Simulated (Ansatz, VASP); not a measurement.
## ZnO (base) in VASP and in Ansatz

File INCAR:

```
SYSTEM = ZnO
ALGO = Normal
EDIFF = 1E-6
EDIFFG = -0.002
ENCUT = 600
GGA = PE
IBRION = 2
ISIF = 3
ISMEAR = 0
LASPH = .True.
LCHARG = .False.
LREAL = .False.
LWAVE = .False.
NELM = 100
NSW = 100
PREC = Accurate
SIGMA = 0.02
```

File KPOINTS:

```
k-points
0
Gamma
  9 9 6
  0 0 0
```

File POSCAR:

```
ZnO
1.0
    3.2493080000      0.0000000000      0.0000000000
   -1.6246540000      2.8139832727      0.0000000000
    0.0000000000      0.0000000000      5.2057090000
Zn O
2 2
Direct
    0.3333333333      0.6666666667      0.5000000000
    0.6666666667      0.3333333333      0.0000000000
    0.6666666667      0.3333333333      0.3790100000
    0.3333333333      0.6666666667      0.8790100000
```

Input for Ansatz:

```yaml
crystal:
  lattice:
    - [3.249308, 0.0, 0.0]
    - [-1.624654, 2.8139832727, 0.0]
    - [0.0, 0.0, 5.205709]
  atoms:
    - { symbol: Zn, position: [0.3333333333, 0.6666666667, 0.5] }
    - { symbol: Zn, position: [0.6666666667, 0.3333333333, 0.0] }
    - { symbol: O, position: [0.6666666667, 0.3333333333, 0.37901] }
    - { symbol: O, position: [0.3333333333, 0.6666666667, 0.87901] }
basis:
  ecutwfc: 420
kpoints:
  mp_grid: { grid: [9, 9, 6] }
hamiltonian:
  xc: pbe
scf:
  occupations: { method: gaussian, width: 0.02 }
output:
  forces: true
  stress: true
  eigenvalues: true
relax:
  adjacent_minimum: "off"
  f_tol: 0.002
  max_steps: 80
  cell: { stress_tol: 0.02 }
```

Alike in both runs: task relaxation of cell and atoms; functional PBE; k mesh 9 × 9 × 6; occupations gaussian, width 0.02 eV; no spin polarisation.

|  | VASP | Ansatz |
| --- | --- | --- |
| version | VASP 6.6.1 | Ansatz 0.2.0 |
| potentials or method | VASP PAW PBE potentials, release 64 (Zn, O) | scalar-relativistic, plane waves, PAW |
| plane-wave cutoff (eV) | 600 | 420 |
| valence electrons in the cell | 36 | 36 |

Ansatz gave:

| Property | Result |
| --- | --- |
| gap on the k mesh at the Fermi level, each at its own relaxed structure (eV) | 0.74 |
| relaxed volume (Å³/atom) | 12.33 |
| relaxed cell length with the largest relative difference (Å) | 5.294 |
| energy change over the relaxation (meV/atom) | -7 |

Task: What did VASP give for the same quantities?

Result: gap on the k mesh at the Fermi level, each at its own relaxed structure (eV): 0.72; relaxed volume (Å³/atom): 12.40; relaxed cell length with the largest relative difference (Å): 5.306; energy change over the relaxation (meV/atom): -9.

PBE gaps usually lie below the measured ones, often by a third to a half. Zero-point motion and thermal expansion aren't in these numbers. PBE usually gives volumes a little too large and moduli too small.
